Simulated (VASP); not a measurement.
Set up this calculation in VASP 6.6.1, as the native input.

```
Task                   : single point
Functional             : PBEsol
Potentials or basis    : VASP PAW PBE potentials, release 64 (Tl_d, Br)
Cutoff                 : 520 eV
k mesh                 : 8 × 8 × 8
Occupations            : gaussian, width 0.02 eV
Spin                   : no spin polarisation
Dipole correction      : no
Further INCAR settings : ALGO = Normal; EDIFF = 1e-07; NBANDS = 17
```

The structure of TlBr lies in POSCAR:

```
TlBr
1.0
    3.9146195332      0.0000000000      0.0000000000
    0.0000000000      3.9146195332      0.0000000000
    0.0000000000      0.0000000000      3.9146195332
Tl Br
1 1
Direct
    0.0000000000      0.0000000000      0.0000000000
    0.5000000000      0.5000000000      0.5000000000
```

The cell isn't the ideal one: relaxed again under DFT PBEsol, scalar-relativistic, plane waves, PAW.

These files were run (other wordings do the same):

INCAR

```
SYSTEM = TlBr
  ALGO = Normal
  EDIFF = 1E-7
  ENCUT = 520
  GGA = PS
  ISIF = 2
  ISMEAR = 0
  LASPH = .TRUE.
  LCHARG = .TRUE.
  LELF = .TRUE.
  LREAL = .FALSE.
  LVHAR = .TRUE.
  LWAVE = .FALSE.
  NBANDS = 17
  NELM = 60
  PREC = Accurate
  SIGMA = 0.02
```

KPOINTS

```
k-points
0
G
  8 8 8
  0 0 0
```

Potentials or basis: VASP PAW PBE potentials, release 64 (Tl_d, Br).

Command:

```bash
$ cat potpaw_PBE.64/Tl_d/POTCAR potpaw_PBE.64/Br/POTCAR > POTCAR
$ mpirun -np 1 vasp_std > vasp.out
```

It gave:

```json
{
 "Pressure": "0.0 GPa",
 "Band gap on the k mesh": "1.59 eV, direct"
}
```

Caveat: the PAW data sets were made with another functional, which shifts forces and pressure a little; spin-orbit coupling is left out, which as a rule narrows the gap of such compounds by several tenths of an eV.

Wall time 14 s on 1 thread of Intel(R) Xeon(R) 6975P-C (Granite Rapids) (shared host), peak memory 0.18 GiB.
